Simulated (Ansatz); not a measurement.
# Residual resistivity of an alloy: Al(111) with 4 layers of random Al-W, 2x2, part 2 of 2

How strongly does chemical disorder scatter in Al(111) with 4 layers of random Al-W, 2x2?

Ansatz 0.2.0; Ansatz plane-wave DFT, PBE, PAW files; ballistic transport by layer matching (Landauer), zero bias; PAW set soft_1.

So far. Step 3 (With 8 alloy layers): Over the solved energies the transmission per spin lies between 1.03 and 1.10, out of 5.53 channels of the lead on average (up to 5.59). The log calls the step of a lead's potential too much.

### Step 4. With 12 alloy layers

In 12 layers a share of 0.5 of the sites is given to W at random. A fresh draw is used; the growth of the resistance with length is what counts.

System of this step: Al(111) with 12 layers of random Al-W, 2x2. The cell holds 72 atoms: 48 Al and 24 W. Its edges and angles: a = 5.725 Å, b = 5.725 Å, c = 42.068 Å, α = 90.0°, β = 90.0°, γ = 120.0°. It derives from Al. Regions: lead, 24 atoms (24 Al); scattering region, 48 atoms (24 W and 24 Al). The structure is stacked along c, and the current runs across the ab planes.

Input file input.yaml:

```yaml
crystal:
  lattice:
    - [5.7246940741, 0.0, 0.0]
    - [-2.862347037, 4.957730497, 0.0]
    - [0.0, 0.0, 42.0677382451]
  atoms:
    - { symbol: Al, position: [0.0, 0.0, 0.0277777778] }
    - { symbol: Al, position: [0.0, 0.5, 0.0277777778] }
    - { symbol: Al, position: [0.5, 0.0, 0.0277777778] }
    - { symbol: Al, position: [0.5, 0.5, 0.0277777778] }
    - { symbol: Al, position: [0.1666666667, 0.3333333333, 0.0833333333] }
    - { symbol: Al, position: [0.1666666667, 0.8333333333, 0.0833333333] }
    - { symbol: Al, position: [0.6666666667, 0.3333333333, 0.0833333333] }
    - { symbol: Al, position: [0.6666666667, 0.8333333333, 0.0833333333] }
    - { symbol: Al, position: [0.3333333333, 0.1666666667, 0.1388888889] }
    - { symbol: Al, position: [0.3333333333, 0.6666666667, 0.1388888889] }
    - { symbol: Al, position: [0.8333333333, 0.1666666667, 0.1388888889] }
    - { symbol: Al, position: [0.8333333333, 0.6666666667, 0.1388888889] }
    - { symbol: W, position: [0.0, 0.0, 0.1944444444] }
    - { symbol: Al, position: [0.0, 0.5, 0.1944444444] }
    - { symbol: W, position: [0.5, 0.0, 0.1944444444] }
    - { symbol: W, position: [0.5, 0.5, 0.1944444444] }
    - { symbol: W, position: [0.1666666667, 0.3333333333, 0.25] }
    - { symbol: Al, position: [0.1666666667, 0.8333333333, 0.25] }
    - { symbol: W, position: [0.6666666667, 0.3333333333, 0.25] }
    - { symbol: Al, position: [0.6666666667, 0.8333333333, 0.25] }
    - { symbol: Al, position: [0.3333333333, 0.1666666667, 0.3055555556] }
    - { symbol: Al, position: [0.3333333333, 0.6666666667, 0.3055555556] }
    - { symbol: Al, position: [0.8333333333, 0.1666666667, 0.3055555556] }
    - { symbol: Al, position: [0.8333333333, 0.6666666667, 0.3055555556] }
    - { symbol: W, position: [0.0, 0.0, 0.3611111111] }
    - { symbol: W, position: [0.0, 0.5, 0.3611111111] }
    - { symbol: Al, position: [0.5, 0.0, 0.3611111111] }
    - { symbol: Al, position: [0.5, 0.5, 0.3611111111] }
    - { symbol: W, position: [0.1666666667, 0.3333333333, 0.4166666667] }
    - { symbol: W, position: [0.1666666667, 0.8333333333, 0.4166666667] }
    - { symbol: Al, position: [0.6666666667, 0.3333333333, 0.4166666667] }
    - { symbol: Al, position: [0.6666666667, 0.8333333333, 0.4166666667] }
    - { symbol: W, position: [0.3333333333, 0.1666666667, 0.4722222222] }
    - { symbol: W, position: [0.3333333333, 0.6666666667, 0.4722222222] }
    - { symbol: W, position: [0.8333333333, 0.1666666667, 0.4722222222] }
    - { symbol: W, position: [0.8333333333, 0.6666666667, 0.4722222222] }
    - { symbol: Al, position: [0.0, 0.0, 0.5277777778] }
    - { symbol: W, position: [0.0, 0.5, 0.5277777778] }
    - { symbol: Al, position: [0.5, 0.0, 0.5277777778] }
    - { symbol: W, position: [0.5, 0.5, 0.5277777778] }
    - { symbol: W, position: [0.1666666667, 0.3333333333, 0.5833333333] }
    - { symbol: W, position: [0.1666666667, 0.8333333333, 0.5833333333] }
    - { symbol: W, position: [0.6666666667, 0.3333333333, 0.5833333333] }
    - { symbol: Al, position: [0.6666666667, 0.8333333333, 0.5833333333] }
    - { symbol: Al, position: [0.3333333333, 0.1666666667, 0.6388888889] }
    - { symbol: Al, position: [0.3333333333, 0.6666666667, 0.6388888889] }
    - { symbol: Al, position: [0.8333333333, 0.1666666667, 0.6388888889] }
    - { symbol: W, position: [0.8333333333, 0.6666666667, 0.6388888889] }
    - { symbol: Al, position: [0.0, 0.0, 0.6944444444] }
    - { symbol: Al, position: [0.0, 0.5, 0.6944444444] }
    - { symbol: Al, position: [0.5, 0.0, 0.6944444444] }
    - { symbol: Al, position: [0.5, 0.5, 0.6944444444] }
    - { symbol: Al, position: [0.1666666667, 0.3333333333, 0.75] }
    - { symbol: W, position: [0.1666666667, 0.8333333333, 0.75] }
    - { symbol: W, position: [0.6666666667, 0.3333333333, 0.75] }
    - { symbol: W, position: [0.6666666667, 0.8333333333, 0.75] }
    - { symbol: Al, position: [0.3333333333, 0.1666666667, 0.8055555556] }
    - { symbol: Al, position: [0.3333333333, 0.6666666667, 0.8055555556] }
    - { symbol: W, position: [0.8333333333, 0.1666666667, 0.8055555556] }
    - { symbol: W, position: [0.8333333333, 0.6666666667, 0.8055555556] }
    - { symbol: Al, position: [0.0, 0.0, 0.8611111111] }
    - { symbol: Al, position: [0.0, 0.5, 0.8611111111] }
    - { symbol: Al, position: [0.5, 0.0, 0.8611111111] }
    - { symbol: Al, position: [0.5, 0.5, 0.8611111111] }
    - { symbol: Al, position: [0.1666666667, 0.3333333333, 0.9166666667] }
    - { symbol: Al, position: [0.1666666667, 0.8333333333, 0.9166666667] }
    - { symbol: Al, position: [0.6666666667, 0.3333333333, 0.9166666667] }
    - { symbol: Al, position: [0.6666666667, 0.8333333333, 0.9166666667] }
    - { symbol: Al, position: [0.3333333333, 0.1666666667, 0.9722222222] }
    - { symbol: Al, position: [0.3333333333, 0.6666666667, 0.9722222222] }
    - { symbol: Al, position: [0.8333333333, 0.1666666667, 0.9722222222] }
    - { symbol: Al, position: [0.8333333333, 0.6666666667, 0.9722222222] }
kpoints:
  mp_grid: { grid: [5, 5, 1] }
hamiltonian:
  xc: pbe
  pseudopotentials: { kind: paw, azcp: { folder: soft_1 } }
scf:
  occupations: { method: fermi_dirac, width: 0.1 }
output:
  transmission:
    leads: [[0, 4]]
    kmesh: [10, 10]
    e_range: [-0.05, 0.05]
    de: 0.05
  write_potential: true
  write_density: true
  volumetric_format: npy
```

The run is started by

```
$ ansatz run input.yaml --threads 4 --pin off --max-ram 15360MiB --backend cpu --events-out ev --progress --plain --runs-dir out
```

Numbers of over 12 decimals in the logs are rounded to 6 here.

Output:

```text
[...]
Crystal: 72 atoms, lattice volume = 1193.945 Å³
Basis set: ecut = 420 eV, 23469 PW (Γ)
Bands: 312, of which v1, the nominal top of the filled ones, is band 240 counted from 1 (239 counted from 0)
Symmetry: 1 space group operations
[...]
k-points: 13 of 25 (time reversal used)
[...]
SCF iter   1: F=—  HF=-275074.602733 eV  |F-HF|=—  |Δ(HF+E_count)|=         —  Δρ=5.81e-2  dr2=1.95e2  ethr=3.10e-3  ⟨swp⟩=6.2  Hψ=15913  notcnv=0
[...]
SCF iter   9: F=-275056.580435 eV  HF=-275056.580435 eV  |F-HF|=6.64e-9  |Δ(HF+E_count)|=   3.42e-8  Δρ=5.29e-7  dr2=8.33e-9  ethr=2.08e-11  ⟨swp⟩=11.1  Hψ=11305  notcnv=0
SCF 1 converged in 9 iterations: F = -275056.580435 eV  dr2 = 8.33e-9
[...]
transmission: 294 of 2912 steps passed
transmission: 586 of 2912 steps passed
[...]
transmission: 2912 of 2912 steps passed
SCF converged after 9 iterations
Free energy (F): -275056.580435 eV
[...]
Internal energy: -275055.146007 eV  (E = F + TS)
E sigma→0 (E₀):  -275055.863221 eV
Entropy (-TS):   -1.434428 eV (-19.923 meV/atom)
Fermi energy:    12.221909 eV
[...]
--- Band table (eV; the first three rows and the last of 13) ---
  k-point 0: bands = [... 236 lower, 11.9332, 11.9948, 12.0221, 12.0393, 12.0989, 12.1376, 12.2721, 12.3176, ... 68 higher]
  k-point 1: bands = [... 236 lower, 12.0055, 12.0241, 12.0900, 12.1217, 12.1511, 12.2102, 12.2772, 12.3132, ... 68 higher]
  k-point 2: bands = [... 236 lower, 12.1776, 12.2112, 12.2314, 12.2714, 12.3252, 12.3454, 12.3874, 12.4204, ... 68 higher]
  k-point 12: bands = [... 236 lower, 12.0177, 12.0414, 12.1668, 12.2003, 12.2483, 12.2920, 12.3134, 12.3725, ... 68 higher]
--- Transmission ---
  basis      : 253 plane waves across, 56 finite elements along
  points     : 52, standing for a mesh of 10 x 10
[...]
channels       : 5.590000e0 a spin
[...]
junction   : crystal 0 to crystal 0, 0.70 to 40.43 Å
    transmission   : 7.681914e-1 a spin
[...]
```

Elapsed: 14 min, on 4 threads of Arm Neoverse V2, shared host; peak memory 7.9 GiB; 55 min of CPU time.

Numbers from this step:

| Item | Value |
| --- | --- |
| free energy | -275056.5804 eV |
| energy at zero smearing | -275055.8632 eV |
| Fermi energy | 12.22 eV |
| transmission per spin nearest the Fermi level | 0.7682 |
| step of the lead's potential | 30 meV |

Per spin. Table of transmission, zone mean by energy, zero at the Fermi level:

| energy (eV) | transmission, zone mean |
| --- | --- |
| -0.0500 | 0.732 |
| 0.0000 | 0.768 |
| 0.0500 | 0.822 |

Over the solved energies the transmission per spin lies between 0.732 and 0.822, out of 5.48 channels of the lead on average (up to 5.59). The log calls the step of a lead's potential too much.

### Step 5. The fit

This step: Ansatz plane-wave DFT, PBE, PAW files; ballistic transport by layer matching (Landauer), zero bias; residual resistivity from the slope of the area resistance, atoms on the host's lattice; PAW set soft_1 (Ansatz 0.2.0).

Numbers from this step:

| Item | Value |
| --- | --- |
| resistivity | 131.6 µΩ cm |
| intercept | 0.3425 fΩ m² |
| scatter about the fit | 0.04313 fΩ m² |

Resistance, by row:

| run | length (Å) | T | channels N | RA (fΩ m²) |
| --- | --- | --- | --- | --- |
| n4 | 9.348 | 1.614 | 5.49 | 1.603 |
| n8 | 18.7 | 1.076 | 5.53 | 2.741 |
| n12 | 28.05 | 0.7741 | 5.477 | 4.063 |

Table of area resistance by length of the alloy:

| length of the alloy (Å) | area resistance (fΩ m²) |
| --- | --- |
| 9.35 | 1.60 |
| 18.70 | 2.74 |
| 28.05 | 4.06 |

The area resistance goes from 1.6 to 4.1 fΩ m² between 9.3 and 28.0 Å, a slope of 132 µΩ cm.

By hand from the end points: (4.063 − 1.603) fΩ m² / (28.05 − 9.35) Å = 132 µΩ cm, since 1 fΩ m² per Å is 1000 µΩ cm.

### Step 6. Outcome

```
resistivity from the slope  : 132 µΩ cm
area resistance over 9.35 Å : 1.60 fΩ m²
area resistance over 18.7 Å : 2.74 fΩ m²
area resistance over 28.0 Å : 4.06 fΩ m²
```

**Reading.** The slope gives 132 µΩ cm. The points scatter by 0.043 fΩ m² about the line, with one random draw a length in a 2x2 cell, so the slope is a rough value. Read with a model of isotropic scattering on a spherical Fermi surface and the lead's 1.5×10¹⁵ S/m², this slope means a mean free path near 3.8 Å (a rough figure, since the alloy's own channel count differs); over these lengths the model's slope is within 3 % of its bulk resistivity, though a free path of a few ångströms strains the picture. The atoms sit on the host's lattice, so scattering by size misfit is left out. With 50 % of W, whose own structure is another, this is a hypothetical phase. Spin-orbit coupling is left out, which matters for W. A lead's potential steps by up to 36 meV from period to period, which the log calls too much, so longer leads could move the result.

[Logs are printed without paths, hosts, clocks, repeated set-up lines and the standing remarks that a program may print on its own settings, such as how far it seeks lower states.]

[Hosts, paths, dates, database ids (printed as entryN), source tags and the programs' standing remarks are cut or masked in the printed files.]
